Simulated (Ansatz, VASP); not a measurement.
**BN: VASP beside Ansatz**

Contents of INCAR:

```
SYSTEM = BN
ALGO = Normal
EDIFF = 1E-7
ENCUT = 520
GGA = PS
ISIF = 2
ISMEAR = -1
LASPH = .TRUE.
LCHARG = .FALSE.
LREAL = .FALSE.
LWAVE = .FALSE.
NBANDS = 11
NELM = 80
PREC = Accurate
SIGMA = 0.05
```

KPOINTS

```
k-points
0
G
  12 12 12
  0 0 0
```

POSCAR

```
BN
1.0
    1.2427247397      0.7174874630      3.3502965776
   -1.2427247397      0.7174874630      3.3502965776
    0.0000000000     -1.4349749260      3.3502965776
N B
1 1
Direct
    0.6672382000      0.6672382000      0.6672382000
    0.0003288000      0.0003288000      0.0003288000
```

File input.yaml:

```yaml
crystal:
  lattice:
    - [1.2427247397, 0.717487463, 3.3502965776]
    - [-1.2427247397, 0.717487463, 3.3502965776]
    - [0.0, -1.434974926, 3.3502965776]
  atoms:
    - { symbol: "N", position: [0.6672382, 0.6672382, 0.6672382] }
    - { symbol: B, position: [0.0003288, 0.0003288, 0.0003288] }
kpoints:
  mp_grid: { grid: [12, 12, 12] }
scf:
  occupations: { method: fermi_dirac, width: 0.05 }
hamiltonian:
  xc: pbesol
  pseudopotentials: { kind: all_electron, lapw: { basis_error: 0.001 } }
output:
  forces: true
  stress: true
  eigenvalues: true
```

Change from the starting cell: volume scaled by 0.98.

Alike in both runs: task single point; functional PBEsol; k mesh 12 × 12 × 12; occupations fermi-dirac, width 0.05 eV; no spin polarisation.

```csv
,VASP,Ansatz
version,VASP 6.6.1,Ansatz 0.2.0
potentials or method,"VASP PAW PBE potentials, release 64 (N, B)","all-electron LAPW, scalar-relativistic"
plane-wave cutoff (eV),520,see its input
```

VASP gave:

```
gap on the k mesh at the Fermi level (eV)       : 4.20
least direct gap on the mesh (eV)               : 4.68
pressure (GPa)                                  : 6.1
largest component of the traceless stress (GPa) : 5.62
```

What did Ansatz give for the same quantities?

gap on the k mesh at the Fermi level (eV): 4.21; least direct gap on the mesh (eV): 4.69; pressure (GPa): 5.8; largest component of the traceless stress (GPa): 5.12.

Ansatz ran all-electron here, so the differences hold the error of VASP's frozen core and of both bases.

Caveats: the PAW data sets were made with another functional, which shifts forces and pressure a little (VASP). A k mesh can miss the band edges.
